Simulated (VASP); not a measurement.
# MgSe (Fm-3m) in VASP: a series of runs

One crystal, MgSe, is run at these levels: PBEsol; tasks: single point, relaxation of cell and atoms.

Everything below comes from runs of VASP 6.6.1. Logs are shortened: lines on timing, memory, paths and dates and some standing lists are left out, and cuts for length are marked.

## 1. The crystal as given

It takes space group Fm-3m (No. 225, cubic). The conventional cell has a = 5.509 Å, b = 5.509 Å, c = 5.509 Å, α = 90.00°, β = 90.00°, γ = 90.00°. Mg (site symmetry m-3m) is surrounded by 6 Se at 2.75 Å. Se (site symmetry m-3m) has 6 Mg at 2.75 Å as nearest neighbours.

## 2. Single point, PBEsol (relaxed again under DFT PBEsol, scalar-relativistic, plane waves, PAW)

File INCAR:

```
ALGO = Fast
EDIFF = 1E-6
ENCUT = 520
GGA = PS
ISIF = 2
ISMEAR = 0
LASPH = T
LCHARG = F
LREAL = F
LWAVE = F
NBANDS = 11
NELM = 80
PREC = Accurate
SIGMA = 0.02
```

File KPOINTS:

```
k-points
0
Gamma
  8 8 8
```

File POSCAR:

```
MgSe
1.0
    0.0000000000      2.7252966165      2.7252966165
    2.7252966165      0.0000000000      2.7252966165
    2.7252966165      2.7252966165      0.0000000000
Mg Se
1 1
Direct
    0.0000000000      0.0000000000      0.0000000000
    0.5000000000      0.5000000000      0.5000000000
```

Potentials or basis: VASP PAW PBE potentials, release 64 (Mg, Se).

The run is started by

```console
$ cat potpaw_PBE.64/Mg/POTCAR potpaw_PBE.64/Se/POTCAR > POTCAR
$ mpirun -np 1 vasp_std > vasp.out
```

OUTCAR:

```text
EDIFF = 1E-6
   ENCUT = 520
   GGA = PS
   ISIF = 2
   ISMEAR = 0
   LASPH = T
   LREAL = F
   NELM = 80
   PREC = Accurate

 ion  position               nearest neighbor table
   1  0.000  0.000  0.000-   2 2.73   2 2.73   2 2.73   2 2.73   2 2.73   2 2.73
   2  0.500  0.500  0.500-   1 2.73   1 2.73   1 2.73   1 2.73   1 2.73   1 2.73

  LATTYP: Found a face centered cubic cell.
 ALAT       =     5.4505932330

  Lattice vectors:

 A1 = (   0.0000000000,   2.7252966165,   2.7252966165)
 A2 = (   2.7252966165,   0.0000000000,   2.7252966165)
 A3 = (   2.7252966165,   2.7252966165,   0.0000000000)

Analysis of symmetry for initial positions (statically):
=====================================================================
 Subroutine PRICEL returns:
 Original cell was already a primitive cell.

 Routine SETGRP: Setting up the symmetry group for a
 face centered cubic supercell.

 Subroutine GETGRP returns: Found 48 space group operations
 (whereof 48 operations were pure point group operations)
 out of a pool of 48 trial point group operations.

The static configuration has the point symmetry O_h .

Analysis of symmetry for dynamics (positions and initial velocities):
=====================================================================
 Subroutine PRICEL returns:
 Original cell was already a primitive cell.

 Routine SETGRP: Setting up the symmetry group for a
 face centered cubic supercell.

 Subroutine GETGRP returns: Found 48 space group operations
 (whereof 48 operations were pure point group operations)
 out of a pool of 48 trial point group operations.

The dynamic configuration has the point symmetry O_h .

 Subroutine INISYM returns: Found 48 space group operations
 (whereof 48 operations are pure point group operations),
 and found     1 'primitive' translations

----------------------------------------------------------------------------------------

                                     Primitive cell

  volume of cell :      40.4829

  direct lattice vectors                    reciprocal lattice vectors
     0.000000000  2.725296617  2.725296617    -0.183466268  0.183466268  0.183466268
     2.725296617  0.000000000  2.725296617     0.183466268 -0.183466268  0.183466268
     2.725296617  2.725296617  0.000000000     0.183466268  0.183466268 -0.183466268

  length of vectors
     3.854151437  3.854151437  3.854151437     0.317772898  0.317772898  0.317772898

  position of ions in fractional coordinates (direct lattice)
     0.000000000  0.000000000  0.000000000
     0.500000000  0.500000000  0.500000000

  ion indices of the primitive-cell ions
   primitive index   ion index
                 1           1
                 2           2

----------------------------------------------------------------------------------------

 KPOINTS: k-points

Automatic generation of k-mesh.
 Grid dimensions read from file:
 generate k-points for:    8    8    8

 Generating k-lattice:

  Cartesian coordinates                     Fractional coordinates (reciprocal lattice)
    -0.022933284  0.022933284  0.022933284     0.125000000  0.000000000  0.000000000
     0.022933284 -0.022933284  0.022933284     0.000000000  0.125000000  0.000000000
     0.022933284  0.022933284 -0.022933284     0.000000000  0.000000000  0.125000000

  Length of vectors
     0.039721612  0.039721612  0.039721612

  Shift w.r.t. Gamma in fractional coordinates (k-lattice)
     0.000000000  0.000000000  0.000000000

 Subroutine IBZKPT returns following result:
 ===========================================

 Found     29 irreducible k-points:

 Following reciprocal coordinates:
            Coordinates               Weight
  0.000000  0.000000  0.000000      1.000000
  0.125000  0.000000  0.000000      8.000000
  0.250000  0.000000  0.000000      8.000000
  0.375000  0.000000  0.000000      8.000000
  0.500000  0.000000  0.000000      4.000000
  0.125000  0.125000  0.000000      6.000000
[... 16 lines left out ...]
  0.500000  0.250000  0.125000     48.000000
 -0.375000  0.250000  0.125000     24.000000
 [... further k-points ...]
   k-points           NKPTS =     29   k-points in BZ     NKDIM =     29   number of bands    NBANDS=     11
   number of dos      NEDOS =    301   number of ions     NIONS =      2
   total plane-waves  NPLWV =  27000
   dimension x,y,z NGX =    30 NGY =   30 NGZ =   30
   dimension x,y,z NGXF=    60 NGYF=   60 NGZF=   60
   ions per type =               1   1
   NGX,Y,Z   is equivalent  to a cutoff of  12.94, 12.94, 12.94 a.u.
   NGXF,Y,Z  is equivalent  to a cutoff of  25.88, 25.88, 25.88 a.u.
 SYSTEM =  unknown system
   PREC   = accura    normal or accurate (medium, high low for compatibility)
   ISTART =      0    job   : 0-new  1-cont  2-samecut
   ICHARG =      2    charge: 1-file 2-atom 10-const
   ISPIN  =      1    spin polarized calculation?
   LNONCOLLINEAR =      F non collinear calculations
   LSORBIT =      F    spin-orbit coupling
   LASPH  =      T    aspherical Exc in radial PAW
   ENCUT  =  520.0 eV  38.22 Ry    6.18 a.u.   7.17  7.17  7.17*2*pi/ulx,y,z
   NELM   =     80;   NELMIN=  2; NELMDL= -5     # of ELM steps
   EDIFF  = 0.1E-05   stopping-criterion for ELM
   LREAL  =      F    real-space projection
   EDIFFG = 0.1E-04   stopping-criterion for IOM
   NSW    =      0    number of steps for IOM
   IBRION =     -1    ionic relax: 0-MD 1-quasi-New 2-CG
   NFREE  =      0    steps in history (QN), initial steepest desc. (CG)
   ISIF   =      2    stress and relaxation
   ISYM   =      2    0-nonsym 1-usesym 2-fastsym
   POTIM  = 0.5000    time-step for ionic-motion
   TEBEG  =    0.0;   TEEND  =   0.0 temperature during run
   PSTRESS=    0.0 pullay stress
   NELECT =       8.0000    total number of electrons
   NUPDOWN=      -1.0000    fix difference up-down
   EMIN   =  10.00;   EMAX   =-10.00  energy-range for DOS
   EFERMI =   0.00;   METHOD = LEGACY
   ISMEAR =     0;   SIGMA  =   0.02  broadening in eV -4-tet -1-fermi 0-gaus
   EFERMI_NEDOS =   21; number of points for ismear=-14 and -15
   IALGO  =     68    algorithm
   IMIX   =      4    mixing-type and parameters
     AMIX     =   0.40;   BMIX     =  1.00
     AMIX_MAG =   1.60;   BMIX_MAG =  1.00
  volume/ion in A,a.u.               =      20.24       136.60
  Fermi-wavevector in a.u.,A,eV,Ry     =   0.953559  1.801966 12.371443  0.909275
  Thomas-Fermi vector in A             =   2.082225
   LORBIT       =      0    0 simple, 1 ext, 2 COOP (PROOUT), +10 PAW based schemes
   GGA     = PS    functional components
   LHFCALC =     F    Hartree Fock is set to
   AEXX    =    0.0000 exact exchange contribution
   IVDW    =     0    specifies the selected vdW correction
   LEPSILON=     F    determine dielectric tensor
   LRPA    =     F    only Hartree local field effects (RPA)
 non-spin polarized calculation
 RMM-DIIS sequential band-by-band and
 Gauss-broadening in eV      SIGMA  =   0.02
  energy-cutoff  :      520.00
  volume of cell :       40.48
 maximum number of plane-waves:      1106
 NGX is ok and might be reduce to    30
   NGX = 15   NGY = 15   NGZ = 15

 number of electron       8.0000001 magnetization

 Free energy of the ion-electron system (eV)
  ---------------------------------------------------
  ext. energy  EPLUGINS =         0.00000000
  ---------------------------------------------------
  free energy    TOTEN  =        -8.10598990 eV

  energy without entropy =       -8.10598990  energy(sigma->0) =       -8.10598990

 E-fermi :   3.2922     XC(G=0):  -9.6209

 val. band max:        3.1460956068   @ k =   0.0000   0.0000   0.0000
 cond. band min:       4.9078662289   @ k =   0.5000   0.5000   0.0000
 fundamental gap:      1.7617706220
 Fermi energy:         3.2922072091

 k-point     1 :       0.0000    0.0000    0.0000
  band No.  band energies     occupation
      1      -9.8266      2.00000
      2       3.1461      2.00000
      3       3.1461      2.00000
      4       3.1461      2.00000
      5       5.6474      0.00000
      6      10.4781      0.00000
      7      10.4781      0.00000
      8      10.4781      0.00000
      9      13.0873      0.00000
     10      13.0873      0.00000
     11      13.9384      0.00000

 k-point     2 :       0.1250    0.0000    0.0000
  band No.  band energies     occupation
      1      -9.6929      2.00000
      2       1.9051      2.00000
      3       3.0435      2.00000
      4       3.0435      2.00000
      5       6.6252      0.00000
      6      10.1539      0.00000
      7      10.7078      0.00000
      8      10.7078      0.00000
      9      12.0659      0.00000
     10      12.0659      0.00000
     11      13.8451      0.00000

 k-point     3 :       0.2500    0.0000    0.0000
  band No.  band energies     occupation
      1      -9.3345      2.00000
      2       0.0958      2.00000
      3       2.8218      2.00000
      4       2.8218      2.00000
      5       7.1663      0.00000
      6      10.1588      0.00000
      7      10.1588      0.00000
      8      10.8483      0.00000
      9      12.6642      0.00000
     10      12.6642      0.00000
     11      13.0631      0.00000
[... 267 lines left out ...]
 k-point    23 :       0.5000    0.2500    0.1250
  band No.  band energies     occupation
      1      -8.6949      2.00000
      2      -0.9643      2.00000
      3       1.0282      2.00000
      4       2.0914      2.00000
      5       7.8675      0.00000
      6       8.7669      0.00000
      7      10.2985      0.00000
      8      11.4074      0.00000
      9      13.9863      0.00000
     10      15.7552      0.00000
     11      16.5109      0.00000

 k-point    24 :      -0.3750    0.2500    0.1250
  band No.  band energies     occupation
      1      -8.5258      2.00000
      2      -1.3300      2.00000
      3       0.8834      2.00000
      4       1.9138      2.00000
      5       7.8476      0.00000
      6       8.4738      0.00000
      7      10.8522      0.00000
      8      12.1459      0.00000
      9      14.1279      0.00000
     10      14.8436      0.00000
     11      17.1516      0.00000

 [... further k-points ...]

------------------------ aborting loop because EDIFF is reached ----------------------------------------

  FORCE on cell =-STRESS in cart. coord.  units (eV):
  Direction    XX          YY          ZZ          XY          YZ          ZX
  --------------------------------------------------------------------------------------
  -------------------------------------------------------------------------------------
  Total       -0.0245637     -0.0245637     -0.0245637      0.0000000      0.0000000     -0.0000000
  in kB       -0.9721476     -0.9721476     -0.9721476      0.0000000      0.0000000     -0.0000000
  external PRESSURE =      -0.9721476 kB  Pullay stress =       0.0000000 kB

 VOLUME and BASIS-vectors are now :
 -----------------------------------------------------------------------------
  energy-cutoff  :      520.00
  volume of cell :       40.48
      direct lattice vectors                 reciprocal lattice vectors
     0.000000000  2.725296617  2.725296617    -0.183466268  0.183466268  0.183466268
     2.725296617  0.000000000  2.725296617     0.183466268 -0.183466268  0.183466268
     2.725296617  2.725296617  0.000000000     0.183466268  0.183466268 -0.183466268

 POSITION                                       TOTAL-FORCE (eV/Angst)
 -----------------------------------------------------------------------------------
      0.00000      0.00000      0.00000         0.000000      0.000000     -0.000000
      2.72530      2.72530      2.72530         0.000000     -0.000000      0.000000
 -----------------------------------------------------------------------------------
    total drift:                               -0.000000     -0.000000      0.000000

  FREE ENERGIE OF THE ION-ELECTRON SYSTEM (eV)
  ---------------------------------------------------
  free  energy   TOTEN  =        -8.1059899014 eV

  energy  without entropy=       -8.1059899014  energy(sigma->0) =       -8.10598990
```

It took 22 s on 1 thread of AMD EPYC 7R43 (Zen 3), shared host; peak memory 0.13 GiB.

What came out:

* Free energy: -8.1060 eV
* Pressure: -0.1 GPa
* Band gap on the k mesh: 1.76 eV, indirect (least direct gap 2.50 eV)

Levels at points of the mesh, in eV from the valence-band top:
```
           k point  band 1  band 2  band 3  band 4  band 5  band 6  band 7  band 8
(0.00, 0.00, 0.00)  -12.97    0.00    0.00    0.00    2.50    7.33    7.33    7.33
(0.50, 0.00, 0.00)  -11.84   -5.00   -0.59   -0.59    3.71    6.04    6.04    8.60
(0.50, 0.50, 0.00)  -11.52   -4.32   -1.81   -1.81    1.76    3.84   11.64   12.11
```

Caveat: the PAW data sets were made with another functional, which shifts forces and pressure a little.

## 3. Relaxation of cell and atoms, PBEsol

File INCAR:

```
SYSTEM = MgSe
PREC = Accurate
ENCUT = 600
EDIFF = 1E-7
ISMEAR = 0
SIGMA = 0.02
LREAL = .False.
LASPH = .True.
NELM = 80
ALGO = Normal
ISIF = 3
LWAVE = .False.
LCHARG = .False.
GGA = PS
IBRION = 2
NSW = 70
EDIFFG = -0.005
```

File KPOINTS:

```
Automatic mesh
0
Gamma
  8 8 8
  0 0 0
```

File POSCAR:

```
MgSe
1.0
    0.0000000000      2.7544736754      2.7544736754
    2.7544736754      0.0000000000      2.7544736754
    2.7544736754      2.7544736754      0.0000000000
Mg Se
1 1
Direct
    0.0000000000      0.0000000000      0.0000000000
    0.5000000000      0.5000000000      0.5000000000
```

Potentials or basis: VASP PAW PBE potentials, release 64 (Mg, Se).

The run is started by

```console
$ cat potpaw_PBE.64/Mg/POTCAR potpaw_PBE.64/Se/POTCAR > POTCAR
$ mpirun -np 1 vasp_std > vasp.out
```

OUTCAR:

```text
SYSTEM = MgSe
   PREC = Accurate
   ENCUT = 600
   EDIFF = 1E-7
   ISMEAR = 0
   LREAL = .False.
   LASPH = .True.
   NELM = 80
   ISIF = 3
   GGA = PS
   IBRION = 2
   NSW = 70
   EDIFFG = -0.005

 ion  position               nearest neighbor table
   1  0.000  0.000  0.000-   2 2.75   2 2.75   2 2.75   2 2.75   2 2.75   2 2.75
   2  0.500  0.500  0.500-   1 2.75   1 2.75   1 2.75   1 2.75   1 2.75   1 2.75

  LATTYP: Found a face centered cubic cell.
 ALAT       =     5.5089473508

  Lattice vectors:

 A1 = (   0.0000000000,   2.7544736754,   2.7544736754)
 A2 = (   2.7544736754,   0.0000000000,   2.7544736754)
 A3 = (   2.7544736754,   2.7544736754,   0.0000000000)

Analysis of symmetry for initial positions (statically):
=====================================================================
[... 261 lines left out ...]
 fundamental gap:      1.7643920476
 Fermi energy:         3.2944724866

 k-point     1 :       0.0000    0.0000    0.0000
  band No.  band energies     occupation
      1      -9.8231      2.00000
      2       3.1573      2.00000
      3       3.1573      2.00000
      4       3.1573      2.00000
      5       5.6682      0.00000
      6      10.4889      0.00000
      7      10.4889      0.00000
      8      10.4889      0.00000
[... 243 lines left out ...]
 k-point    24 :      -0.3750    0.2500    0.1250
  band No.  band energies     occupation
      1      -8.5185      2.00000
      2      -1.3256      2.00000
      3       0.8903      2.00000
      4       1.9223      2.00000
      5       7.8623      0.00000
      6       8.4880      0.00000
      7      10.8684      0.00000
      8      12.1640      0.00000

 [... further k-points ...]

------------------------ aborting loop because EDIFF is reached ----------------------------------------

  FORCE on cell =-STRESS in cart. coord.  units (eV):
  Direction    XX          YY          ZZ          XY          YZ          ZX
  --------------------------------------------------------------------------------------
  -------------------------------------------------------------------------------------
  Total        0.0005280      0.0005280      0.0005280      0.0000000     -0.0000000     -0.0000000
  in kB        0.0209253      0.0209253      0.0209253      0.0000000     -0.0000000     -0.0000000
  external PRESSURE =       0.0209253 kB  Pullay stress =       0.0000000 kB
[... 17 lines left out ...]
  FREE ENERGIE OF THE ION-ELECTRON SYSTEM (eV)
  ---------------------------------------------------
  free  energy   TOTEN  =        -8.1062069916 eV

  energy  without entropy=       -8.1062069916  energy(sigma->0) =       -8.10620699

 reached required accuracy - stopping structural energy minimisation
```

Run time: 48 s. Hardware: 1 thread of AMD EPYC 7R43 (Zen 3), shared host; peak memory 0.15 GiB.

What came out:

```yaml
Free_energy: -8.1062 eV
Relaxed_volume: 20.21 Å³/atom
Relaxed_cell: a = 3.852 Å, b = 3.852 Å, c = 3.852 Å, α = 60.00°, β = 60.00°, γ = 60.00°
Space_group_after_relaxing_to_0.05_Å: Fm-3m (No. 225)
Energy_gained_by_relaxing: 4.5 meV/atom
Ionic_steps: 3
Pressure_after_relaxing: 0.0 GPa
Band_gap_on_the_k_mesh: 1.76 eV, indirect (least direct gap 2.51 eV)
```

The path:
```tsv
step	energy change (eV)	largest force (eV/Å)	pressure (GPa)	volume (Å³)
1	0.0000	0.0000	-2.03	41.80
2	-0.0087	0.0000	0.35	40.22
3	-0.0089	0.0000	0.00	40.43
```

Final structure:
```
Mg Se
1.0
     0.00000    2.72405    2.72405
     2.72405    0.00000    2.72405
     2.72405    2.72405    0.00000
Mg Se
1 1
Direct
  0.00000 0.00000 0.00000
  0.50000 0.50000 0.50000
```

Levels at points of the mesh, in eV from the valence-band top:
| k point | band 1 | band 2 | band 3 | band 4 | band 5 | band 6 | band 7 | band 8 |
| --- | --- | --- | --- | --- | --- | --- | --- | --- |
| (0.00, 0.00, 0.00) | -12.98 | 0.00 | 0.00 | 0.00 | 2.51 | 7.33 | 7.33 | 7.33 |
| (0.50, 0.00, 0.00) | -11.85 | -5.00 | -0.59 | -0.59 | 3.71 | 6.04 | 6.04 | 8.61 |
| (0.50, 0.50, 0.00) | -11.52 | -4.32 | -1.81 | -1.81 | 1.76 | 3.83 | 11.65 | 12.13 |

Caveat: the PAW data sets were made with another functional, which shifts forces and pressure a little. A k mesh can miss the band edges.
